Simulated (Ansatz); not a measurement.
A run of Ansatz 0.2.0:

input.yaml

```yaml
crystal:
  lattice:
    - [5.175256, 0.0, 0.0]
    - [0.0, 5.175256, 0.0]
    - [0.0, 0.0, 5.175256]
  atoms:
    - { symbol: Sn, position: [0.0, 0.0, 0.0] }
    - { symbol: Sn, position: [0.5, 0.0, 0.5] }
    - { symbol: Sn, position: [0.5, 0.5, 0.0] }
    - { symbol: Sn, position: [0.0, 0.5, 0.5] }
    - { symbol: O, position: [0.661098, 0.838902, 0.161098] }
    - { symbol: O, position: [0.838902, 0.161098, 0.661098] }
    - { symbol: O, position: [0.161098, 0.661098, 0.838902] }
    - { symbol: O, position: [0.338902, 0.338902, 0.338902] }
    - { symbol: O, position: [0.661098, 0.661098, 0.661098] }
    - { symbol: O, position: [0.838902, 0.338902, 0.161098] }
    - { symbol: O, position: [0.161098, 0.838902, 0.338902] }
    - { symbol: O, position: [0.338902, 0.161098, 0.838902] }
hamiltonian:
  xc: lda
  pseudopotentials: { kind: paw }
kpoints:
  mp_grid: { grid: [4, 4, 4] }
scf:
  occupations: { method: fermi_dirac, width: 0.05 }
output:
  forces: true
  stress: true
  eigenvalues: true
relax:
  f_tol: 0.01
  max_steps: 40
  cell: { stress_tol: 0.05, p_target: 10.0 }
```

Potentials or basis: Ansatz PAW.

Run with:

```console
$ ansatz run input.yaml --threads 4 --pin off --max-ram 11264MiB --backend cpu --events-out ev --progress --plain --runs-dir out
```

Hardware: 4 threads of Arm Neoverse V2, with other jobs on the host.

Problem. How long does it take, and how much memory?

Solution. It took 14 s on 4 threads of Arm Neoverse V2 (shared host), peak memory 0.54 GiB. Counts: scf iterations 45, plane waves 2469, k points 11, bands 64, ion steps 7.
